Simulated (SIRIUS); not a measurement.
# TiAl: single point with PBE

Crystal: TiAl.

```
CELL_PARAMETERS angstrom
2.86726 0.00000 0.00000
-1.43363 2.48312 0.00000
0.00000 0.00000 4.67808
ATOMIC_POSITIONS crystal
Ti 0.00000 0.00000 0.00000
Al 0.33333 0.66667 0.50000
```

The cell comes from a database or a generator and needn't be the stable form of this composition.

```json
{
 "Program": "SIRIUS 7.10.0",
 "Task": "single point",
 "Functional": "PBE",
 "Potentials or basis": "SG15 1.2 PBE (norm-conserving)",
 "Cutoff": "1152 eV",
 "Density cutoff": "4606 eV",
 "k mesh": "11 × 11 × 6",
 "Occupations": "fermi-dirac, width 0.05 eV",
 "Spin": "no spin polarisation",
 "Libxc names": "[\"XC_GGA_X_PBE\", \"XC_GGA_C_PBE\"]",
 "Energy tol": "1e-08 Ha",
 "Density tol": "1e-06",
 "Mixer": "anderson",
 "Mixing beta": "0.7",
 "Max scf": "100",
 "Radial cutoff for the potentials' integrals": "6.5 bohr"
}
```

```yaml
Pressure: 0.4 GPa
Band_gap_on_the_k_mesh: none (metal or under the smearing width)
```

Stress tensor (GPa, compression positive):
```
 1.03  0.00  0.00
 0.00  1.03  0.00
 0.00  0.00 -0.96
```

It took 86 s on 1 thread of Arm Neoverse V1 (shared host), peak memory 0.39 GiB.
